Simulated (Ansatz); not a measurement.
**Li2H3: before and after**

All numbers below come from DFT PBE, scalar-relativistic, plane waves, PAW in Ansatz. All cells share a 420 eV cutoff and Γ-centred k meshes spaced at most 0.3 Å⁻¹ (0.19 for metals, 2π included).

The start was the A-type sesquioxide type (P-3m1, No. 164), relaxed within its symmetry. A cell of 5 atoms (1 times the primitive one) was then disturbed at random, relaxed without symmetry and relaxed once more on a fine mesh. For metals, differences of a few meV/atom aren't resolved.

Before:

Space group P-3m1 (No. 164). a = 3.271 Å, b = 3.271 Å, c = 3.948 Å, α = 90.00°, β = 90.00°, γ = 120.00°
```
atom site symmetry x y z
  Li    2d       3m.  0.3333  0.6667  0.2273
   H    1a      -3m.  0.0000  0.0000  0.0000
   H    2d       3m.  0.3333  0.6667  0.7310
```

After:

```
Li H
1.0
     3.93337    0.00000    0.00000
     0.00000    1.49007    3.17670
     0.00000   -1.49007    3.17670
Li H
2 3
Direct
  0.50000 0.34286 0.34286
  0.00000 0.63672 0.63672
  0.50000 0.06045 0.06045
  0.00000 0.33323 0.33323
  0.50000 0.62744 0.62744
```

**Question.** Is this a distortion of the same structure or a reconstruction, and what lowers the energy?

**Answer.** A reconstruction, from P-3m1 (No. 164) to Amm2 (No. 38). Each Li has on average 8 Li contacts in place of 6, longer on average (2.73 → 2.82 Å); each H has on average 4.3 Li contacts in place of 5.3, shorter on average (1.99 → 1.95 Å).

**Question.** What does it gain?

**Answer.** 45 meV/atom, with the volume going from 7.31 to 7.45 Å³/atom. Against the elements the energy goes from 0.00 to -0.05 eV/atom.

Cost: 4 runs of about 4.9 core-minutes in all, on Arm Neoverse V1 (shared hosts).